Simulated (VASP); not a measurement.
# O2C in VASP: further runs

One molecule, O2C, is run at these levels: RPBE, RPBE+D3(BJ); tasks: single point.

Program: VASP 6.6.1. These are calculated values, not measurements. Logs are shortened: lines on timing, memory, paths and dates and some standing lists are left out, and cuts for length are marked.

## (1) The molecule as given

The cell holds a molecule in a box, 3 atoms: a = 12.155 Å, b = 12.655 Å, c = 13.155 Å, α = 90.00°, β = 90.00°, γ = 90.00°.

## (2) Single point, RPBE

File INCAR:

```
SYSTEM = CO2
PREC = Accurate ; ENCUT = 400
EDIFF = 1E-6 ; ISMEAR = 0
SIGMA = 0.01 ; LREAL = .False.
LASPH = .True. ; NELM = 60
ALGO = Normal ; ISIF = 2
LWAVE = .False. ; LCHARG = .False.
GGA = RP ; NBANDS = 15
ISYM = 0
```

File KPOINTS:

```
regular mesh
0
Gamma
  1 1 1
  0 0 0
```

File POSCAR:

```
CO2                                     
1.0
   12.1554342666      0.0000000000      0.0000000000
    0.0000000000     12.6554342666      0.0000000000
    0.0000000000      0.0000000000     13.1554342666
  O               C             
     2     1
Selective dynamics
Direct
     0.4862752546000024    0.5649009669999998    0.4370815808999993   F   F   F
     0.5145190010538141    0.4394693769731018    0.5665609947452034   T   T   T
     0.5003978090330230    0.5021838403536526    0.5018258090840079   T   T   T
```

Potentials or basis: VASP PAW PBE potentials, release 64 (O, C).

Command:

```console
> cat potpaw_PBE.64/O/POTCAR potpaw_PBE.64/C/POTCAR > POTCAR
> mpirun -np 1 vasp_gam > vasp.out
```

OUTCAR:

```text
SYSTEM = CO2
   PREC = Accurate
   ENCUT = 400
   EDIFF = 1E-6
   ISMEAR = 0
   LREAL = .False.
   LASPH = .True.
   NELM = 60
   ISIF = 2
   GGA = RP
   ISYM = 0

 ion  position               nearest neighbor table
   1  0.486  0.565  0.437-   3 1.18
   2  0.515  0.439  0.567-   3 1.18
   3  0.500  0.502  0.502-   2 1.18   1 1.18

IMPORTANT INFORMATION: All symmetrisations will be switched off!
NOSYMM: (Re-)initialisation of all symmetry stuff for point group C_1.

----------------------------------------------------------------------------------------

                                     Primitive cell

  volume of cell :    2023.7307

  direct lattice vectors                    reciprocal lattice vectors
    12.155434267  0.000000000  0.000000000     0.082267731  0.000000000  0.000000000
     0.000000000 12.655434267  0.000000000     0.000000000  0.079017439  0.000000000
     0.000000000  0.000000000 13.155434267     0.000000000  0.000000000  0.076014214

  length of vectors
    12.155434267 12.655434267 13.155434267     0.082267731  0.079017439  0.076014214

  position of ions in fractional coordinates (direct lattice)
     0.486275255  0.564900967  0.437081581
     0.514519001  0.439469377  0.566560995
     0.500397809  0.502183840  0.501825809

  ion indices of the primitive-cell ions
   primitive index   ion index
                 1           1
                 2           2
                 3           3

----------------------------------------------------------------------------------------

 KPOINTS: regular mesh

Automatic generation of k-mesh.
 Grid dimensions read from file:
 generate k-points for:    1    1    1

 Generating k-lattice:

  Cartesian coordinates                     Fractional coordinates (reciprocal lattice)
     0.082267731  0.000000000  0.000000000     1.000000000  0.000000000  0.000000000
     0.000000000  0.079017439  0.000000000     0.000000000  1.000000000  0.000000000
     0.000000000  0.000000000  0.076014214     0.000000000  0.000000000  1.000000000

  Length of vectors
     0.082267731  0.079017439  0.076014214

  Shift w.r.t. Gamma in fractional coordinates (k-lattice)
     0.000000000  0.000000000  0.000000000

 Subroutine IBZKPT returns following result:
 ===========================================

 Found      1 irreducible k-points:

 Following reciprocal coordinates:
            Coordinates               Weight
  0.000000  0.000000  0.000000      1.000000
   k-points           NKPTS =      1   k-points in BZ     NKDIM =      1   number of bands    NBANDS=     15
   number of dos      NEDOS =    301   number of ions     NIONS =      3
   total plane-waves  NPLWV = 604800
   dimension x,y,z NGX =    80 NGY =   84 NGZ =   90
   dimension x,y,z NGXF=   160 NGYF=  168 NGZF=  180
   ions per type =               2   1
   NGX,Y,Z   is equivalent  to a cutoff of  10.94, 11.03, 11.37 a.u.
   NGXF,Y,Z  is equivalent  to a cutoff of  21.88, 22.07, 22.75 a.u.
 SYSTEM =  CO2
   PREC   = accura    normal or accurate (medium, high low for compatibility)
   ISTART =      0    job   : 0-new  1-cont  2-samecut
   ICHARG =      2    charge: 1-file 2-atom 10-const
   ISPIN  =      1    spin polarized calculation?
   LNONCOLLINEAR =      F non collinear calculations
   LSORBIT =      F    spin-orbit coupling
   LASPH  =      T    aspherical Exc in radial PAW
   ENCUT  =  400.0 eV  29.40 Ry    5.42 a.u.  19.82 20.64 21.45*2*pi/ulx,y,z
   NELM   =     60;   NELMIN=  2; NELMDL= -5     # of ELM steps
   EDIFF  = 0.1E-05   stopping-criterion for ELM
   LREAL  =      F    real-space projection
   EDIFFG = 0.1E-04   stopping-criterion for IOM
   NSW    =      0    number of steps for IOM
   IBRION =     -1    ionic relax: 0-MD 1-quasi-New 2-CG
   NFREE  =      0    steps in history (QN), initial steepest desc. (CG)
   ISIF   =      2    stress and relaxation
   ISYM   =      0    0-nonsym 1-usesym 2-fastsym
   POTIM  = 0.5000    time-step for ionic-motion
   TEBEG  =    0.0;   TEEND  =   0.0 temperature during run
   PSTRESS=    0.0 pullay stress
   NELECT =      16.0000    total number of electrons
   NUPDOWN=      -1.0000    fix difference up-down
   EMIN   =  10.00;   EMAX   =-10.00  energy-range for DOS
   EFERMI =   0.00;   METHOD = LEGACY
   ISMEAR =     0;   SIGMA  =   0.01  broadening in eV -4-tet -1-fermi 0-gaus
   EFERMI_NEDOS =   21; number of points for ismear=-14 and -15
   IALGO  =     38    algorithm
   IMIX   =      4    mixing-type and parameters
     AMIX     =   0.40;   BMIX     =  1.00
     AMIX_MAG =   1.60;   BMIX_MAG =  1.00
  volume/ion in A,a.u.               =     674.58      4552.27
  Fermi-wavevector in a.u.,A,eV,Ry     =   0.326135  0.616306  1.447170  0.106364
  Thomas-Fermi vector in A             =   1.217734
   LORBIT       =      0    0 simple, 1 ext, 2 COOP (PROOUT), +10 PAW based schemes
   GGA     = RP    functional components
   LHFCALC =     F    Hartree Fock is set to
   AEXX    =    0.0000 exact exchange contribution
   IVDW    =     0    specifies the selected vdW correction
   LEPSILON=     F    determine dielectric tensor
   LRPA    =     F    only Hartree local field effects (RPA)
 non-spin polarized calculation
 Gauss-broadening in eV      SIGMA  =   0.01
  energy-cutoff  :      400.00
  volume of cell :     2023.73
 maximum number of plane-waves:     18401
 NGX is ok and might be reduce to    80
   NGX = 39   NGY = 41   NGZ = 43

 number of electron      15.9999996 magnetization

 Free energy of the ion-electron system (eV)
  ---------------------------------------------------
  ext. energy  EPLUGINS =         0.00000000
  ---------------------------------------------------
  free energy    TOTEN  =       -22.32657378 eV

  energy without entropy =      -22.32657378  energy(sigma->0) =      -22.32657378

 E-fermi :  -8.8060     XC(G=0):  -0.4110

 val. band max:       -8.9153672845   @ k =   0.0000   0.0000   0.0000
 cond. band min:      -0.9973818151   @ k =   0.0000   0.0000   0.0000
 fundamental gap:      7.9179854695
 Fermi energy:        -8.8060402686

 k-point     1 :       0.0000    0.0000    0.0000
  band No.  band energies     occupation
      1     -29.0880      2.00000
      2     -28.0582      2.00000
      3     -13.7022      2.00000
      4     -12.4691      2.00000
      5     -12.4690      2.00000
      6     -12.4662      2.00000
      7      -8.9156      2.00000
      8      -8.9154      2.00000
      9      -0.9974      0.00000
     10      -0.4061      0.00000
     11      -0.4054      0.00000
     12       0.2535      0.00000
     13       0.6324      0.00000
     14       0.6845      0.00000
     15       0.7128      0.00000

------------------------ aborting loop because EDIFF is reached ----------------------------------------

  FORCE on cell =-STRESS in cart. coord.  units (eV):
  Direction    XX          YY          ZZ          XY          YZ          ZX
  --------------------------------------------------------------------------------------
  -------------------------------------------------------------------------------------
  Total       -1.4381967     -0.8398363     -0.7402380     -0.1345543     -0.6581768      0.1417423
  in kB       -1.1386130     -0.6648942     -0.5860427     -0.1065259     -0.5210752      0.1122166
  external PRESSURE =      -0.7965166 kB  Pullay stress =       0.0000000 kB

 VOLUME and BASIS-vectors are now :
 -----------------------------------------------------------------------------
  energy-cutoff  :      400.00
  volume of cell :     2023.73
      direct lattice vectors                 reciprocal lattice vectors
    12.155434267  0.000000000  0.000000000     0.082267731  0.000000000  0.000000000
     0.000000000 12.655434267  0.000000000     0.000000000  0.079017439  0.000000000
     0.000000000  0.000000000 13.155434267     0.000000000  0.000000000  0.076014214

 POSITION                                       TOTAL-FORCE (eV/Angst)
 -----------------------------------------------------------------------------------
      5.91089      7.14907      5.75000        -0.061836      0.288483     -0.308086
      6.25420      5.56168      7.45336         0.063622     -0.295063      0.315045
      6.08255      6.35535      6.60174        -0.001786      0.006580     -0.006960
 -----------------------------------------------------------------------------------
    total drift:                                0.000760     -0.000830     -0.001603

  FREE ENERGIE OF THE ION-ELECTRON SYSTEM (eV)
  ---------------------------------------------------
  free  energy   TOTEN  =       -22.3265737803 eV

  energy  without entropy=      -22.3265737803  energy(sigma->0) =      -22.32657378
```

It took 1.7 min on 1 thread of Intel Xeon Platinum 8488C (Sapphire Rapids), shared host; peak memory 1 GiB.

What came out:

```yaml
Free_energy: -22.3266 eV
Largest_force: 0.436 eV/Å
Gap_between_the_frontier_levels: 7.92 eV
```

Forces on the atoms (eV/Å):
```
O   -0.062  0.288 -0.308
O    0.064 -0.295  0.315
C   -0.002  0.007 -0.007
```

Levels at points of the mesh, in eV from the valence-band top:
| k point | band 5 | band 6 | band 7 | band 8 | band 9 | band 10 | band 11 | band 12 |
| --- | --- | --- | --- | --- | --- | --- | --- | --- |
| (0.00, 0.00, 0.00) | -3.55 | -3.55 | 0.00 | 0.00 | 7.92 | 8.51 | 8.51 | 9.17 |

Caveat: the cutoff is under 1.25 times the usual one of these potentials, so pressure, stress and relaxed cells hold a basis-set (Pulay) error; the standard files for N, O and F lose accuracy on very short bonds; the PAW data sets were made with another functional, which shifts forces and pressure a little.

## (3) Single point, RPBE+D3(BJ)

Edit INCAR of step 2 so:

```diff
@@ -7,3 +7,3 @@
 LWAVE = .False. ; LCHARG = .False.
-GGA = RP ; NBANDS = 15
-ISYM = 0
+GGA = RP ; IVDW = 12
+NBANDS = 15 ; ISYM = 0
```

KPOINTS is that of step 2.

POSCAR is that of step 2.

Potentials or basis: VASP PAW PBE potentials, release 64 (O, C).

Command:

```console
> cat potpaw_PBE.64/O/POTCAR potpaw_PBE.64/C/POTCAR > POTCAR
> mpirun -np 1 vasp_gam > vasp.out
```

It took 1.7 min on 1 thread of Intel Xeon Platinum 8488C (Sapphire Rapids), shared host; peak memory 1 GiB.

The run converged. Its results:

```yaml
Free_energy: -22.4920 eV
Largest_force: 0.403 eV/Å
Gap_between_the_frontier_levels: 7.92 eV
Dispersion_energy_per_atom: -0.055 eV
```

Forces in eV/Å, atoms in the order of the input:
```
O   -0.057  0.266 -0.284
O    0.059 -0.273  0.291
C   -0.002  0.007 -0.007
```

Levels at points of the mesh, in eV from the valence-band top:
```tsv
k point	band 5	band 6	band 7	band 8	band 9	band 10	band 11	band 12
(0.00, 0.00, 0.00)	-3.55	-3.55	0.00	0.00	7.92	8.51	8.51	9.17
```

Caveat: the cutoff is under 1.25 times the usual one of these potentials, so pressure, stress and relaxed cells hold a basis-set (Pulay) error; the standard files for N, O and F lose accuracy on very short bonds; the PAW data sets were made with another functional, which shifts forces and pressure a little. RPBE gaps usually lie below the measured ones, often by a third to a half.
